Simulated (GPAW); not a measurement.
GaN:

```xyz
4
Lattice="3.1800 0.0000 0.0000 -1.5900 2.7540 0.0000 0.0000 0.0000 5.1660" Properties=species:S:1:pos:R:3 pbc="T T T"
Ga    1.5900    0.9180    2.5830
Ga    0.0000    1.8360    0.0000
N     1.5900    0.9180    4.5203
N     0.0000    1.8360    1.9373
```

- Program: GPAW 26.7.0
- Task: relaxation of cell and atoms
- Functional: TASK
- Potentials or basis: GPAW PAW data sets (gpaw-data 1.2.1)
- Cutoff: 800 eV
- Basis: pw
- k mesh: 7 × 7 × 4
- Occupations: fermi-dirac, width 0.05 eV
- Spin: no spin polarisation

At the start: pressure 13.8 GPa; volume 11.31 Å³/atom.

**Question.** How do energy, volume and symmetry change on relaxing?

**Answer.** Over 23 steps the energy falls by 30.9 meV/atom and the volume is 12.01 Å³/atom (+6.2 %); space group P6_3mc (No. 186, to 0.05 Å).

The path:
```csv
step,energy change (eV),largest force (eV/Å),pressure (GPa),volume (Å³)
1,0.0000,0.1951,13.82,45.24
2,-0.0290,0.1213,11.95,45.57
3,-0.0715,0.0140,8.60,46.20
4,-0.1075,0.0752,4.41,47.06
5,-0.1230,0.1037,0.10,48.05
6,-0.1158,0.0372,-3.49,48.96
7,-0.1163,0.0347,-3.40,48.94
8,-0.1172,0.0298,-3.22,48.89
9,-0.1185,0.0229,-2.96,48.82
10,-0.1199,0.0147,-2.61,48.73
11,-0.1213,0.0061,-2.19,48.62
12,-0.1225,0.0042,-1.71,48.49
13,-0.1235,0.0121,-1.17,48.36
14,-0.1238,0.0173,-0.54,48.20
15,-0.1237,0.0154,0.19,48.02
16,-0.1237,0.0150,0.19,48.02
17,-0.1237,0.0142,0.18,48.02
18,-0.1237,0.0130,0.18,48.02
19,-0.1238,0.0114,0.17,48.03
20,-0.1238,0.0096,0.16,48.03
21,-0.1238,0.0075,0.15,48.03
22,-0.1238,0.0053,0.14,48.03
23,-0.1238,0.0028,0.12,48.04
```

Final structure:
```yaml
crystal:
  lattice:
    - [3.24389, 0.00000, 0.00000]
    - [-1.62195, 2.80929, 0.00000]
    - [0.00000, 0.00000, 5.27139]
  atoms:
    - { symbol: Ga, position: [0.66667, 0.33333, 0.49890] }
    - { symbol: Ga, position: [0.33333, 0.66667, 0.99890] }
    - { symbol: N, position: [0.66667, 0.33333, 0.87614] }
    - { symbol: N, position: [0.33333, 0.66667, 0.37606] }
```

Caveat: the data sets keep Ga 3d, Li 1s and Be 1s frozen, and some such compounds lay over 1.5 % in volume off other programs; later steps reuse the first step's grids; the PAW data sets were made with another functional, which shifts forces and pressure a little.
